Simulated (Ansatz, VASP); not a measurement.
# FeSb2 in two plane-wave programs, part 2 of 2

Aim: how closely do two programs agree when they are given the same cell, functional and k mesh? The cell is taken from a series of VASP runs on this material, whose earlier steps may have relaxed, scaled or displaced it; both programs get it as it stands.

VASP 6.6.1 and Ansatz 0.2.0.

So far: The structure; VASP: relaxation of cell and atoms, LDA, DFT+U.

**3. Ansatz: relaxation of cell and atoms, LDA, DFT+U**

Level of this step: Ansatz beside VASP: Kohn-Sham DFT, plane waves, LDA, DFT+U (Ansatz).

Ansatz runs on its default PAW (the set named soft_2) files.

The same cell, functional (in two slightly different forms), mesh and smearing now go to Ansatz, which takes its cutoff from its data sets.

Contents of input.yaml:

```yaml
crystal:
  lattice:
    - [5.67330594, 0.0, 0.0]
    - [0.0, 6.4455448516, 0.0]
    - [0.0, 0.0, 3.0933313447]
  atoms:
    - { symbol: Sb, position: [0.3081826041, 0.1444460245, 0.5] }
    - { symbol: Sb, position: [0.6918173959, 0.8555539755, 0.5] }
    - { symbol: Sb, position: [0.8081826041, 0.3555539755, 0.0] }
    - { symbol: Sb, position: [0.1918173959, 0.6444460245, 0.0] }
    - { symbol: Fe, position: [0.5, 0.5, 0.5] }
    - { symbol: Fe, position: [0.0, 0.0, 0.0] }
hamiltonian:
  xc: lda
  pseudopotentials: { kind: paw }
  hubbard: { sites: [{ species: Fe, l: d, u_eff: 5.3 }] }
kpoints:
  mp_grid: { grid: [6, 6, 12] }
scf:
  occupations: { method: methfessel_paxton, width: 0.15 }
relax:
  f_tol: 0.01
  max_steps: 60
  cell: { stress_tol: 0.05 }
output:
  forces: true
  stress: true
```

The run is started by

```console
ansatz run input.yaml --threads 4 --pin off --max-ram 9216MiB --backend cpu --events-out ev --progress --plain --runs-dir out
```

Numbers of over 12 decimals in the logs are rounded to 6 here.

What it wrote:

```text
Sb: projections on atomic orbitals take those of the free atom [Kr] 4d10 5s2 5p3, of charge +0.00 (hamiltonian.pseudopotentials.projection_atoms); the dataset's partial waves leave at most 3.6e-6 of an orbital's norm unspanned inside its sphere
Fe: projections on atomic orbitals take those of the free atom [Ne] 3s2 3p6 3d6 4s2, of charge +0.00 (hamiltonian.pseudopotentials.projection_atoms); the dataset's partial waves leave at most 1.1e-6 of an orbital's norm unspanned inside its sphere
Engine: ansatz 0.2.0, x86_64-unknown-linux-gnu
Pseudopotentials: kind: paw
Pseudopotential: Sb, paw, valence charge 15, recommended cutoff 420 eV (normal), Sb.paw.azcp
Pseudopotential: Fe, paw, valence charge 16, recommended cutoff 420 eV (normal), Fe.paw.azcp
Functional definition: SPW92
  exchange = slater_x
  correlation = pw_c
Crystal: 6 atoms, lattice volume = 113.116 Å³
Basis set: ecut = 420 eV, 2201 PW (Γ)
Bands: 56, of which v1, the nominal top of the filled ones, is band 46 counted from 1 (45 counted from 0)
Symmetry: 8 space group operations
Space group: Pnnm (ITA 58), of the structure as read, at distance tolerance 4.8e-5 Å
k-points: 112 of 432
Non-local potential: Sb, projectors of the file, l = 0: 2, l = 1: 2, l = 2: 2, l = 3: 2
Non-local potential: Fe, projectors of the file, l = 0: 3, l = 1: 2, l = 2: 3, l = 3: 1
PAW form: soft (Blöchl's): semilocal exchange-correlation on the pseudo side does not see the compensation charge
PAW frozen core: Sb, regenerated for the run's functional, and the local potential with it (the file was generated under x = pbe(κ = 0.804, μ = 0.219515), c = pbe(β = 0.066725))
PAW frozen core: Fe, regenerated for the run's functional, and the local potential with it (the file was generated under x = pbe(κ = 0.804, μ = 0.219515), c = pbe(β = 0.066725))
PAW one-centre angular grid: Sb, 590 points (default); XC on 64 Gauss nodes
PAW one-centre angular grid: Fe, 590 points (default); XC on 64 Gauss nodes
Initial density: superposition of atomic densities (chi_scale 0.1, normalization cell, long waves of neutral atoms under a Hubbard term (reshape's long-wave potential 0.00 eV rms, cloud 2.71 Å wide))
Initial wavefunctions: pseudopotential atomic-orbital guess
Functional: x = slater, c = lda
SCF iter   1: F=—  HF=-34186.321873 eV  |F-HF|=—  |Δ(HF+E_count)|=         —  Δρ=2.83e-1  dr2=1.23e2  ethr=3.10e-3  ⟨swp⟩=7.0  Hψ=23930  notcnv=0  defer=13
preconditioner: auto → Kerker (q_TF=auto, 2.636 Å⁻¹)  [metal: Δε(μ)=0.019 eV  Ē_g=19.795 eV  σ=0.150 eV  W_gap=0.10  n_scr=38 (ndim 8)  ℏωp=30.4 eV  f_vac=0.000  D(μ)=2.82/eV (n_scr^D=12)]
SCF iter   2: F=—  HF=-34191.733285 eV  |F-HF|=—  |Δ(HF+E_count)|=    5.41e0  S|Δr|=    0.00e0  Δρ=4.01e-1  dr2=1.39e2  ethr=3.10e-3  ⟨swp⟩=4.6  Hψ=17175  notcnv=0  defer=313
preconditioner: auto → Resta (q_TF=auto, 2.636 Å⁻¹)  ε∞=7.6  [insulator: Δε(μ)=0.112 eV  Ē_g=8.130 eV  σ=0.150 eV  W_gap=0.59  n_scr=38 (ndim 8)  ℏωp=20.9 eV  f_vac=0.000  D(μ)=0.33/eV (n_scr^D=0)  ε∞_Penn≈7.6]
SCF iter   3: F=—  HF=-34176.469652 eV  |F-HF|=—  |Δ(HF+E_count)|=    1.53e1  S|Δr|=    0.00e0  Δρ=1.47e-1  dr2=1.35e1  ethr=3.10e-3  ⟨swp⟩=4.0  Hψ=15052  notcnv=0  defer=293
SCF iter   4: F=—  HF=-34174.909486 eV  |F-HF|=—  |Δ(HF+E_count)|=    1.56e0  S|Δr|=    0.00e0  Δρ=4.61e-2  dr2=3.98e0  ethr=3.10e-3  ⟨swp⟩=3.3  Hψ=13993  notcnv=0  defer=297
SCF iter   5: F=—  HF=-34174.568453 eV  |F-HF|=—  |Δ(HF+E_count)|=   3.41e-1  S|Δr|=    0.00e0  Δρ=1.35e-2  dr2=1.21e-1  ethr=3.10e-3  ⟨swp⟩=2.2  Hψ=8051  notcnv=0  defer=262
SCF iter   6: F=—  HF=-34174.611746 eV  |F-HF|=—  |Δ(HF+E_count)|=   4.33e-2  S|Δr|=    0.00e0  Δρ=6.11e-3  dr2=1.99e-2  ethr=1.31e-4  ⟨swp⟩=2.0  Hψ=8575  notcnv=0  defer=262
SCF iter   7: F=—  HF=-34174.620609 eV  |F-HF|=—  |Δ(HF+E_count)|=   8.86e-3  S|Δr|=    0.00e0  Δρ=6.22e-3  dr2=3.73e-2  ethr=2.17e-5  ⟨swp⟩=2.1  Hψ=11168  notcnv=0  defer=262
SCF iter   8: F=—  HF=-34174.618830 eV  |F-HF|=—  |Δ(HF+E_count)|=   1.78e-3  S|Δr|=    0.00e0  Δρ=1.00e-3  dr2=8.78e-4  ethr=2.17e-5  ⟨swp⟩=2.0  Hψ=7195  notcnv=0  defer=262
SCF iter   9: F=—  HF=-34174.618890 eV  |F-HF|=—  |Δ(HF+E_count)|=   6.01e-5  S|Δr|=    0.00e0  Δρ=3.36e-4  dr2=4.94e-5  ethr=9.54e-7  ⟨swp⟩=2.3  Hψ=9393  notcnv=0  defer=262
SCF iter  10: F=—  HF=-34174.618914 eV  |F-HF|=—  |Δ(HF+E_count)|=   2.36e-5  S|Δr|=    0.00e0  Δρ=2.11e-4  dr2=4.16e-5  ethr=5.37e-8  ⟨swp⟩=2.0  Hψ=11194  notcnv=0  defer=262
SCF iter  11: F=—  HF=-34174.618910 eV  |F-HF|=—  |Δ(HF+E_count)|=   3.32e-6  S|Δr|=    0.00e0  Δρ=5.31e-5  dr2=2.67e-6  ethr=4.52e-8  ⟨swp⟩=2.0  Hψ=7159  notcnv=0  defer=262
SCF iter  12: F=-34174.618910 eV  HF=-34174.618910 eV  |F-HF|=7.59e-9  |Δ(HF+E_count)|=   9.66e-8  S|Δr|=    0.00e0  Δρ=7.72e-6  dr2=2.16e-8  ethr=1.09e-10  ⟨swp⟩=4.0  Hψ=24907  notcnv=0
SCF 1 converged in 12 iterations: F = -34174.618910 eV  dr2 = 2.16e-8
  greatest PAW one-centre occupation: 1.003 electrons in one spin orbital (limit 2), on the Fe atom at site 5 (counted from 0), in its partial waves of l = 1
relax step   1: F+E_penalty+E_count = -34174.61891036 eV  Δ(F+E_penalty+E_count) = +0.000e0 eV  max|allowed force component| = 1.222e-1 eV/Å  Δτ_max = 0.0000 Å  P = +0.686 GPa  Ω = 113.116 Å³  (12 SCF iters, dr2 threshold 1.00e-7 eV, accepted)
[...]
relax step   2: F+E_penalty+E_count = -34174.61788194 eV  Δ(F+E_penalty+E_count) = +1.028e-3 eV  max|allowed force component| = 1.562e-1 eV/Å  Δτ_max = 0.0238 Å  P = +0.337 GPa  Ω = 113.501 Å³  energy of the carried Pulay correction = -2.096e-4 eV  (8 SCF iters, dr2 threshold 6.00e-7 eV, rejected (line search))
[...]
relax step   3: F+E_penalty+E_count = -34174.62223138 eV  Δ(F+E_penalty+E_count) = -3.321e-3 eV  max|allowed force component| = 6.120e-3 eV/Å  Δτ_max = 0.0091 Å  P = -0.107 GPa  Ω = 113.845 Å³  energy of the carried Pulay correction = -3.957e-4 eV  (10 SCF iters, accepted)
[...]
relax step   4: F+E_penalty+E_count = -34174.62233402 eV  Δ(F+E_penalty+E_count) = -1.026e-4 eV  max|allowed force component| = 2.289e-3 eV/Å  Δτ_max = 0.0008 Å  P = +0.015 GPa  Ω = 113.721 Å³  energy of the carried Pulay correction = -3.286e-4 eV  (6 SCF iters, dr2 threshold 3.03e-8 eV, accepted)
[...]
relax step   5: F+E_penalty+E_count = -34174.62268120 eV  Δ(F+E_penalty+E_count) = -3.472e-4 eV  max|allowed force component| = 2.306e-3 eV/Å  Δτ_max = 0.0000 Å  P = +0.016 GPa  Ω = 113.721 Å³  stress off target by 3.54e-2 GPa  SCF on the basis re-selected at this cell (its energy is not comparable with the rows above)  (6 SCF iters)
basis re-selected at this cell: Δ(F+E_penalty+E_count) = -3.472e-4 eV, ΔP = +0.001 GPa vs the last step (what re-selecting the basis moved, of the pressure what is left beyond the Pulay correction that the steps carried, after the strain that the cell walked since its last selection, with what the two solves' SCF thresholds leave and, on support functions, any second-order correction that the steps lacked; it is no m [...]
SCF converged after 6 iterations
Stability not checked: this state was not tested for a lower state beside it, because cold or Methfessel-Paxton smearing, or corrected tetrahedra, fill the levels in a way that the test cannot read (fill_not_monotonic; see scf.lower_state_search)
Free energy (F): -34174.622681 eV
Harris-Foulkes:  -34174.622681 eV  (|F-HF|=0.00e0)
Internal energy: -34174.626821 eV  (E = F + TS)
E sigma→0 (E₀):  -34174.623716 eV
Entropy (-TS):   0.004140 eV (0.690 meV/atom)
Fermi energy:    14.661725 eV
Step filling:    the computed levels leave a gap of 0.3836 eV = 2.6 smearing widths at the electron count; against every level under it full and every level over it empty, smearing changes F+E_penalty+E_count by +1.797 meV and its σ→0 estimate by +0.762 meV
--- Per-component energies (eV) ---
  E_band       = -931.617251
  E_kinetic    = 1560.435258
  E_local      = -10726.462898  (includes V_loc(G=0)·N_el)
  E_nonlocal   = 1918.263763
  E_hartree    = 4817.435974
  E_xc         = -793.470292
  E_vxc        = -702.846256  (∫ρ·V_xc dr)
  E_hubbard    = 8.574316  (on-site DFT+U / exact-exchange correction)
  E_vhub       = -21.184595  (the Hubbard potential's part of the band-sum identity)
  E_paw        = -20327.230635  (= ΣΔE_a)
  E_vpaw       = -2594.696347  (= ΣTr[D̂ρ^β])
  E_aug_tail   = 0.001664  (compensation charges beyond the density's cutoff)
  E_ewald      = -10635.212337
  E_core_change = 3.038365  (= ΣΔE_core)
  E_smearing   = 0.004140  (= −TS)
  E_closure    = 0.000000  (closes the sum)
  Σ components = -34174.622681   (vs F -34174.622681, Δ=0.00e0)
--- Forces (eV/Å), atoms counted from 1 ---
  atom   1  Sb    -0.00230565    -0.00103364     0.00000000
  atom   2  Sb     0.00230565     0.00103364     0.00000000
  atom   3  Sb    -0.00230565     0.00103364     0.00000000
  atom   4  Sb     0.00230565    -0.00103364     0.00000000
  atom   5  Fe     0.00000000     0.00000000     0.00000000
  atom   6  Fe     0.00000000    -0.00000000     0.00000000
  max |Σ_I F_I| component: 8.67e-19 eV/Å
--- Stress (GPa, compression-positive) ---
        0.035381       0.000000       0.000000
        0.000000      -0.019523       0.000000
        0.000000       0.000000       0.033426
  P = ⅓ Tr σ = 0.0164 GPa (0.164 kbar)
Occupation matrices written to <dir>
--- Relaxed structure (4 steps of the walk, 3 accepted, 1 SCFs on fresh bases) ---
  F+E_penalty+E_count = -34174.62268120 eV   max|allowed force component| = 2.306e-3 eV/Å   (the final SCF, on the basis selected at the relaxed cell)
  cell:  # Å, volume = 113.7209 Å³
    - [5.683402, 0.0, 0.0]
    - [0.0, 6.462145, 0.0]
    - [0.0, 0.0, 3.096387]
  atoms:
    - { symbol: Sb, position: [0.309760, 0.143819, 0.500000] }
    - { symbol: Sb, position: [0.690240, 0.856181, 0.500000] }
    - { symbol: Sb, position: [0.809760, 0.356181, 0.0] }
    - { symbol: Sb, position: [0.190240, 0.643819, 0.0] }
    - { symbol: Fe, position: [0.500000, 0.500000, 0.500000] }
    - { symbol: Fe, position: [0.0, 0.0, 0.0] }
```

Wall time 54 s (4 threads of AMD EPYC 7B13 (Zen 3), shared host); peak memory 1.3 GiB; 3.4 min of CPU time.

**4. Side by side**

Known differences besides the potentials themselves: U acts on the PAW sphere in VASP and on atomic orbitals in Ansatz, so only states and trends compare; the two LDA forms differ slightly; both relaxations stop at a tolerance, which leaves soft axes loose, and VASP keeps its plane-wave basis; the data sets hold 92 valence electrons in Ansatz (default PAW (the set named soft_2) files) and 36 in VASP; the cutoff is 420 eV in Ansatz and 450 eV in VASP; VASP's log shows a relativistic correction to its local exchange, Ansatz's none; Ansatz adds a Pulay correction to the stress that steers its cell, VASP none. Total energies have different zeros and are not compared.

Compared:

```tsv
quantity	Ansatz	VASP	difference
volume (Å³)	113.72	113.07	+0.57 %
edge a after relaxation, in the typed setting (Å)	5.683	5.672	+0.19 %
edge b after relaxation, in the typed setting (Å)	6.462	6.445	+0.26 %
edge c after relaxation, in the typed setting (Å)	3.096	3.093	+0.12 %
```

The walks stopped with 0.02 GPa left in Ansatz and 0.00 GPa in VASP; each walk ends within a tolerance, so the volume difference is uncertain by about these residues over the bulk modulus, most in soft cells.

**5. Results**

| Item | Value |
| --- | --- |
| difference in volume (relaxation of cell and atoms, LDA, DFT+U) | 0.57 % |

In words: The difference in volume is 0.57 % (relaxation of cell and atoms, LDA, DFT+U). How closely two codes agree says nothing of how well the functional describes the real material.

[Lines on the potential files, build, host, timing and source positions are cut from VASP's logs without a mark.]

[Logs are printed without paths, hosts, clocks, repeated set-up lines and the standing remarks that a program may print on its own settings, such as how far it seeks lower states.]

[Hosts, paths, dates, database ids (printed as entryN), source tags and the programs' standing remarks are cut or masked in the printed files.]
